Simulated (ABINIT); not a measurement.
Write the native input for ABINIT 10.8.3 (patched build) that does the following.

```
Task                                            : band structure
Functional                                      : revPBE
Potentials or basis                             : JTH PAW PBE v2.0
Cutoff                                          : 544 eV
k mesh                                          : 9 × 9 × 4
Occupations                                     : fermi-dirac, width 0.05 eV
Spin                                            : no spin polarisation
Fine-grid cutoff                                : 1088.46 eV
Exchange and correlation inside the PAW spheres : full angular mesh (pawxcdev 0, this build's default; the released program takes 1)
```

The system is MoS2.

```
Mo S
1.0
     3.22746    0.00000    0.00000
    -1.61373    2.79507    0.00000
     0.00000    0.00000    6.31247
Mo S
1 2
Direct
  0.00000 0.00000 0.50000
  0.66667 0.33333 0.74468
  0.33333 0.66667 0.25532
```

Measurements of this composition are mostly on another form, of space group No. 194.

One way to write it, as run:

run.abi

```
# Datasets: ground state, then fixed potential
ndtset 2

# Pseudopotentials
pp_dirpath "./"
pseudos "Mo.GGA_PBE-JTH.xml, S.GGA_PBE-JTH.xml"

# Structure
acell 6.0990240984 6.0990240983 11.9288459328
rprim
     1.0000000000     0.0000000000     0.0000000000
    -0.5000000000     0.8660254038     0.0000000000
     0.0000000000     0.0000000000     1.0000000000
ntypat 2
znucl 42 16
natom 3
typat 1 2 2
xcart
     0.0000000000     0.0000000000     3.1562367100
     1.6137322810     0.9316887666     4.7007769989
    -0.0000000002     1.8633775335     1.6116964211 Angstrom

# Plane-wave basis
ecut 544.227725 eV
pawecutdg 40.0

# Exchange and correlation
ixc 14

# Bands and occupations
occopt 3
tsmear 0.05 eV

# SCF cycle
nstep 100

# Output
iomode 3
prtwf 0
prteig 0
prtebands 0
prtden1 1

# Dataset 1
kptopt1 1
ngkpt1 9 9 4
nshiftk1 1
shiftk1 0.0 0.0 0.0
nband1 17
tolvrs1 1.0e-9

# Dataset 2: bands along G-M-K-G-A-L-H-A
iscf2 -2
getden2 1
nband2 21
nbdbuf2 2
tolwfr2 1.0e-12
kptopt2 -7
ndivsm2 8
prteig2 1
prtvol2 -3
kptbounds2
     0.0000000000     0.0000000000     0.0000000000
     0.5000000000     0.0000000000     0.0000000000
     0.3333333333     0.3333333333     0.0000000000
     0.0000000000     0.0000000000     0.0000000000
     0.0000000000     0.0000000000     0.5000000000
     0.5000000000     0.0000000000     0.5000000000
     0.3333333333     0.3333333333     0.5000000000
     0.0000000000     0.0000000000     0.5000000000
```

Potentials or basis: JTH PAW PBE v2.0.

Run with:

```sh
$ abinit run.abi > log 2>&1
```

Results of the run:

- Pressure: 2.8 GPa
- Largest force: 0.327 eV/Å
- Band gap on the k mesh: none (metal or under the smearing width)
- Valence electrons inside the program's atomic spheres: Mo 11.22; S 3.57

Caveat: the PAW data sets were made with another functional, which shifts forces and pressure a little; this functional lacks dispersion, which binds the layers, so the pressure and a relaxed spacing across them are unreliable.

It took 2.1 min on 1 thread of Arm Neoverse V1, on a shared host, peak memory 0.16 GiB.
